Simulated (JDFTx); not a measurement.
# Si2Mo (I4/mmm) in JDFTx: further runs, part 2 of 2

JDFTx 1.7.0 (patched build). The steps go on from the part before.

## (6) Relaxation of cell and atoms, BLYP

Si2Mo.in reads:

```
lattice \
   -1.6000000000     1.6000000000     1.6000000000 \
    1.6000000000    -1.6000000000     1.6000000000 \
    3.9305000000     3.9305000000    -3.9305000000
latt-scale 1.889726124626 1.889726124626 1.889726124626
coords-type Lattice
ion Mo     0.0000000000     0.0000000000     0.0000000000 1
ion Si     0.6670000000     0.6670000000     0.0000000000 1
ion Si     0.3330000000     0.3330000000     0.0000000000 1

ion-species pseudo/Mo.upf
ion-species pseudo/Si.upf
elec-cutoff 40 320
elec-ex-corr gga-x-b88 gga-c-lyp
kpoint-folding 3 3 3
elec-smearing Fermi 0.0018374661
elec-n-bands 17
electronic-SCF nIterations 100 energyDiffThreshold 1e-09
electronic-minimize nIterations 30 energyDiffThreshold 1e-7
forces-output-coords Cartesian
lattice-minimize nIterations 40 energyDiffThreshold 1e-6

dump-name run.$VAR
dump End Ecomponents EigStats BandEigs Kpoints Forces Stress
```

Potentials or basis: SG15-PBE-1.2 with smoothed tails.

Run with:

```
jdftx -c 1 -i Si2Mo.in -o Si2Mo.out
```

The program printed:

```text
*************** JDFTx 1.7.0 (patched build) ***************

Input parsed successfully to the following command list (including defaults):
[... the input with its defaults ...]

---------- Setting up symmetries ----------

Non-trivial transmission matrix:
[   1   0   0  ]
[   0   1   0  ]
[   1   1   1  ]
with reduced lattice vectors:
[      0.000000      6.047124      3.023562  ]
[      6.047124      0.000000      3.023562  ]
[      0.000000      0.000000     -7.427569  ]

Found 16 point-group symmetries of the bravais lattice
Found 16 space-group symmetries with basis
Applied RMS atom displacement 0 bohrs to make symmetries exact.

---------- Initializing the Grid ----------
R =
[     -3.02356      3.02356      3.02356  ]
[      3.02356     -3.02356      3.02356  ]
[      7.42757      7.42757     -7.42757  ]
unit cell volume = 271.609
G =
[ -1.21865e-17    1.03904   0.422964  ]
[    1.03904 -1.21865e-17   0.422964  ]
[    1.03904    1.03904 4.71387e-18  ]
Minimum fftbox size, Smin = [  72  72  72  ]
Chosen fftbox size, S = [  72  72  72  ]

---------- Initializing tighter grid for wavefunction operations ----------
R =
[     -3.02356      3.02356      3.02356  ]
[      3.02356     -3.02356      3.02356  ]
[      7.42757      7.42757     -7.42757  ]
unit cell volume = 271.609
G =
[ -1.21865e-17    1.03904   0.422964  ]
[    1.03904 -1.21865e-17   0.422964  ]
[    1.03904    1.03904 4.71387e-18  ]
Minimum fftbox size, Smin = [  52  52  52  ]
Chosen fftbox size, S = [  54  54  54  ]

---------- Exchange Correlation functional ----------
Initialized LibXC exchange functional 'Becke 88'
Initialized LibXC correlation functional 'Lee, Yang & Parr'

---------- Setting up pseudopotentials ----------
Width of ionic core gaussian charges (only for fluid interactions / plotting) set to 0

Reading pseudopotential file 'pseudo/Mo.upf':
  'Mo' pseudopotential, 'PBE' functional
  Generated using ONCVPSP code by D. R. Hamann
  14 valence electrons, 0 orbitals, 6 projectors, 602 radial grid points, with lMax = 2
  Core radius for overlap checks: 2.33 bohrs.

Reading pseudopotential file 'pseudo/Si.upf':
  'Si' pseudopotential, 'PBE' functional
  Generated using ONCVPSP code by D. R. Hamann
  4 valence electrons, 0 orbitals, 4 projectors, 602 radial grid points, with lMax = 1
  Core radius for overlap checks: 2.98 bohrs.

Initialized 2 species with 3 total atoms.

Folded 1 k-points by 3x3x3 to 27 k-points.

---------- Setting up k-points, bands, fillings ----------
Reduced to 6 k-points under symmetry.
Computing the number of bands and number of electrons
Calculating initial fillings.
nElectrons:  22.000000   nBands: 17   nStates: 6

----- Setting up reduced wavefunction bases (one per k-point) -----
average nbasis = 3289.148 , ideal nbasis = 3281.923

---------- Setting up ewald sum ----------
Optimum gaussian width for ewald sums = 2.200300 bohr.
Real space sum over 1573 unit cells with max indices [  5  5  6  ]
Reciprocal space sum over 3375 terms with max indices [  7  7  7  ]

---------- Allocating electronic variables ----------
Initializing wave functions:  (No orbitals for LCAO)  bandwidth-limited random numbers

--------- Lattice Minimization ---------

Setting the auxilliary hamiltonian equal to the subspace hamiltonian.

-------- Electronic minimization -----------
Will mix electronic density at each iteration.
	FillingsUpdate:  mu: +1.126579903  nElectrons: 22.000000
	FillingsUpdate:  mu: +0.201427557  nElectrons: 22.000000
SCF: Cycle:  0   F: -62.341876875505776   dF: -1.145e+01   |Residual|: 3.181e+00   |deigs|: 1.791e+00
	FillingsUpdate:  mu: +0.431222610  nElectrons: 22.000000
SCF: Cycle:  1   F: -62.542589998167962   dF: -2.007e-01   |Residual|: 2.535e+00   |deigs|: 8.683e-01
	FillingsUpdate:  mu: +0.834936869  nElectrons: 22.000000
SCF: Cycle:  2   F: -43.046042161938850   dF: +1.950e+01   |Residual|: 3.894e+00   |deigs|: 1.278e+00
	FillingsUpdate:  mu: +0.659145680  nElectrons: 22.000000
SCF: Cycle:  3   F: -75.240028664959894   dF: -3.219e+01   |Residual|: 5.087e-01   |deigs|: 4.899e-01
	FillingsUpdate:  mu: +0.621339077  nElectrons: 22.000000
SCF: Cycle:  4   F: -76.199847541892268   dF: -9.598e-01   |Residual|: 2.158e-01   |deigs|: 7.291e-02
	FillingsUpdate:  mu: +0.654281458  nElectrons: 22.000000
SCF: Cycle:  5   F: -75.538101672564139   dF: +6.617e-01   |Residual|: 5.675e-01   |deigs|: 1.346e-01
	FillingsUpdate:  mu: +0.657762159  nElectrons: 22.000000
SCF: Cycle:  6   F: -75.286412349697500   dF: +2.517e-01   |Residual|: 6.366e-01   |deigs|: 2.270e-02
	FillingsUpdate:  mu: +0.670906567  nElectrons: 22.000000
SCF: Cycle:  7   F: -74.866789980685155   dF: +4.196e-01   |Residual|: 7.138e-01   |deigs|: 3.422e-02
	FillingsUpdate:  mu: +0.660144237  nElectrons: 22.000000
SCF: Cycle:  8   F: -75.170965835559755   dF: -3.042e-01   |Residual|: 6.168e-01   |deigs|: 3.014e-02
	FillingsUpdate:  mu: +0.657631990  nElectrons: 22.000000
SCF: Cycle:  9   F: -75.405052662611439   dF: -2.341e-01   |Residual|: 5.386e-01   |deigs|: 2.089e-02
	FillingsUpdate:  mu: +0.644858907  nElectrons: 22.000000
SCF: Cycle: 10   F: -75.963669866936243   dF: -5.586e-01   |Residual|: 3.070e-01   |deigs|: 5.948e-02
	FillingsUpdate:  mu: +0.632186908  nElectrons: 22.000000
SCF: Cycle: 11   F: -76.203779721247173   dF: -2.401e-01   |Residual|: 1.383e-01   |deigs|: 3.426e-02
	FillingsUpdate:  mu: +0.629359179  nElectrons: 22.000000
SCF: Cycle: 12   F: -76.239919841011712   dF: -3.614e-02   |Residual|: 8.774e-02   |deigs|: 1.070e-02
	FillingsUpdate:  mu: +0.620462660  nElectrons: 22.000000
SCF: Cycle: 13   F: -76.260192463183287   dF: -2.027e-02   |Residual|: 5.066e-02   |deigs|: 1.977e-02
	FillingsUpdate:  mu: +0.611323080  nElectrons: 22.000000
SCF: Cycle: 14   F: -76.231295091305213   dF: +2.890e-02   |Residual|: 1.077e-01   |deigs|: 1.362e-02
	FillingsUpdate:  mu: +0.612926618  nElectrons: 22.000000
SCF: Cycle: 15   F: -76.237611126300934   dF: -6.316e-03   |Residual|: 9.704e-02   |deigs|: 2.451e-03
	FillingsUpdate:  mu: +0.615543312  nElectrons: 22.000000
SCF: Cycle: 16   F: -76.247728402542080   dF: -1.012e-02   |Residual|: 7.626e-02   |deigs|: 4.118e-03
	FillingsUpdate:  mu: +0.614580426  nElectrons: 22.000000
SCF: Cycle: 17   F: -76.244411608926654   dF: +3.317e-03   |Residual|: 8.071e-02   |deigs|: 1.892e-03
	FillingsUpdate:  mu: +0.615389532  nElectrons: 22.000000
SCF: Cycle: 18   F: -76.247623704212984   dF: -3.212e-03   |Residual|: 7.352e-02   |deigs|: 1.244e-03
[... 54 lines left out ...]
# Ionic positions in lattice coordinates:
ion Mo   0.000000000000000   0.000000000000000   0.000000000000000 1
ion Si   0.667000000000000   0.667000000000000   0.000000000000000 1
ion Si   0.333000000000000   0.333000000000000   0.000000000000000 1

# Forces in Cartesian coordinates:
force Mo   0.000000000000000  -0.000000000000000   0.000000000000000 1
force Si   0.000000000000000  -0.000000000000000  -0.002705576119860 1
force Si  -0.000000000000000   0.000000000000000   0.002705576119860 1

# Energy components:
   Eewald =      -62.7502804583964391
       EH =       15.3962192387340000
     Eloc =      -50.6063689635754770
      Enl =        6.9501155442014424
      Exc =      -10.2013571046167382
       KE =       24.9493952482241923
-------------------------------------
     Etot =      -76.2622764954290204
       TS =        0.0007890015209397
-------------------------------------
        F =      -76.2630654969499631

LatticeMinimize: Iter:   0  F: -76.263065496949963  |grad|_K:  3.023e-02

-------- Electronic minimization -----------
Will mix electronic density at each iteration.
	FillingsUpdate:  mu: +0.623521005  nElectrons: 22.000000
	FillingsUpdate:  mu: +0.614879221  nElectrons: 22.000000
SCF: Cycle:  0   F: -76.261830282235110   dF: +1.454e-03   |Residual|: 2.905e-02   |deigs|: 4.864e-05
	FillingsUpdate:  mu: +0.618861016  nElectrons: 22.000000
SCF: Cycle:  1   F: -76.262548695265338   dF: -7.184e-04   |Residual|: 2.368e-02   |deigs|: 7.418e-03
	FillingsUpdate:  mu: +0.617456670  nElectrons: 22.000000
SCF: Cycle:  2   F: -76.263908813303587   dF: -1.360e-03   |Residual|: 4.973e-03   |deigs|: 2.646e-03
	FillingsUpdate:  mu: +0.617515244  nElectrons: 22.000000
SCF: Cycle:  3   F: -76.263914620932198   dF: -5.808e-06   |Residual|: 7.256e-04   |deigs|: 3.403e-04
	FillingsUpdate:  mu: +0.617579678  nElectrons: 22.000000
SCF: Cycle:  4   F: -76.263915563580710   dF: -9.426e-07   |Residual|: 2.556e-04   |deigs|: 1.065e-04
	FillingsUpdate:  mu: +0.617567866  nElectrons: 22.000000
SCF: Cycle:  5   F: -76.263915735991574   dF: -1.724e-07   |Residual|: 1.271e-04   |deigs|: 2.606e-05
	FillingsUpdate:  mu: +0.617565211  nElectrons: 22.000000
SCF: Cycle:  6   F: -76.263915754507678   dF: -1.852e-08   |Residual|: 9.934e-05   |deigs|: 2.052e-05
	FillingsUpdate:  mu: +0.617568852  nElectrons: 22.000000
SCF: Cycle:  7   F: -76.263915765244377   dF: -1.074e-08   |Residual|: 1.870e-05   |deigs|: 1.213e-05
	FillingsUpdate:  mu: +0.617569840  nElectrons: 22.000000
SCF: Cycle:  8   F: -76.263915767853547   dF: -2.609e-09   |Residual|: 1.210e-05   |deigs|: 2.068e-06
	FillingsUpdate:  mu: +0.617570027  nElectrons: 22.000000
SCF: Cycle:  9   F: -76.263915768590707   dF: -7.372e-10   |Residual|: 5.980e-06   |deigs|: 2.469e-07
	FillingsUpdate:  mu: +0.617569734  nElectrons: 22.000000
SCF: Cycle: 10   F: -76.263915768954320   dF: -3.636e-10   |Residual|: 3.517e-06   |deigs|: 7.623e-07
SCF: Converged (|Delta E|<1.000000e-09 for 2 iters).

Setting wave functions to eigenvectors of Hamiltonian
# Lattice vectors:
R =
[     -3.03222      3.03222      3.03222  ]
[      3.03222     -3.03222      3.03222  ]
[      7.44422      7.44422     -7.44422  ]
unit cell volume = 273.78
[... 353 lines left out ...]
# Ionic positions in lattice coordinates:
ion Mo  -0.000000000000000  -0.000000000000000  -0.000000000000000 1
ion Si   0.664462635081845   0.664462635081845   0.000000000000000 1
ion Si   0.335537364918156   0.335537364918156  -0.000000000000000 1

# Forces in Cartesian coordinates:
force Mo  -0.000000000000000  -0.000000000000000  -0.000000000000000 1
force Si  -0.000000000000000   0.000000000000000  -0.000015801527465 1
force Si  -0.000000000000000  -0.000000000000000   0.000015801527465 1

# Energy components:
   Eewald =      -61.4491003316274984
       EH =       15.8480616895552853
     Eloc =      -52.2046319382246367
      Enl =        6.9155945289721092
      Exc =      -10.1278557680356265
       KE =       24.7519520282891428
-------------------------------------
     Etot =      -76.2659797910712314
       TS =        0.0006752862729489
-------------------------------------
        F =      -76.2666550773441827

LatticeMinimize: Iter:   7  F: -76.266655077344183  |grad|_K:  6.414e-05  alpha:  1.000e+00  linmin: -3.239e-02
LatticeMinimize: Converged (|Delta F|<1.000000e-06 for 2 iters).

Dumping 'run.eigStats' ...
	eMin: -1.663678 at state 0 ( [ +0.000000 +0.000000 +0.000000 ] spin 0 )
	HOMO: +0.578451 at state 4 ( [ +0.333333 +0.333333 -0.333333 ] spin 0 )
	mu  : +0.578555
	LUMO: +0.581940 at state 3 ( [ +0.000000 +0.333333 +0.333333 ] spin 0 )
	eMax: +0.826053 at state 4 ( [ +0.333333 +0.333333 -0.333333 ] spin 0 )
	HOMO-LUMO gap: +0.003488
	Optical gap  : +0.015682 at state 4 ( [ +0.333333 +0.333333 -0.333333 ] spin 0 )
Done!
```

Run time: 2.2 min. Hardware: 1 thread of Intel Xeon 6975P-C (Granite Rapids), shared host; peak memory 0.17 GiB.

These settings aren't checked as converged: the numbers below hold their error.

Results:

```yaml
Free_energy: -2075.3214 eV
Relaxed_volume: 14.28 Å³/atom
Relaxed_cell: a = 4.602 Å, b = 4.602 Å, c = 4.602 Å, α = 138.20°, β = 138.20°, γ = 60.60°
Space_group_after_relaxing_to_0.05_Å: I4/mmm (No. 139)
Energy_gained_by_relaxing: 32.6 meV/atom
Ionic_steps: 8
Pressure_after_relaxing: 0.0 GPa
```

Caveat: the k mesh is coarse (spacing up to 0.93 Å⁻¹), so the values aren't converged; the plane waves are those of the starting cell, so after so large a change of volume the result is rough; the potentials were made for another functional, which shifts forces and pressure.

## (7) For comparison

An earlier run on the cell as given: functional PBEsol; potentials or basis PseudoDojo-SR-PBEsol-0.4.1-standard with smoothed tails; cutoff 1088 eV; density cutoff 8708 eV; k mesh 12 × 12 × 12; occupations fermi-dirac, width 0.05 eV; no spin polarisation.

- Pressure: -2.7 GPa
- Largest force: 0.323 eV/Å
- Band gap on the k mesh: none (metal or under the smearing width)
